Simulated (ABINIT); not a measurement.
Pd:

```
CELL_PARAMETERS angstrom
-1.57228 1.57228 1.57228
1.57228 -1.57228 1.57228
1.57228 1.57228 -1.57228
ATOMIC_POSITIONS crystal
Pd 0.00000 0.00000 0.00000
```

This isn't the form of Pd at room conditions, which is fcc.

Base run:

* Program: ABINIT 10.8.3 (patched build)
* Functional: BLYP
* Potentials or basis: JTH PAW PBE v2.0
* Cutoff: 707 eV
* k mesh: 12 × 12 × 12
* Occupations: fermi-dirac, width 0.05 eV
* Spin: no spin polarisation

Its results: band gap on the k mesh none (metal or under the smearing width); pressure 8.5 GPa.

Task: The run is repeated on the same cell with these changes: functional from BLYP to LDA. What comes out?

Result: Band gap on the k mesh none (metal or under the smearing width); pressure -15.6 GPa.

LDA binds more tightly than BLYP, so the same cell stands under less pressure.

Caveats: the PAW data sets were made with another functional, which shifts forces and pressure a little.
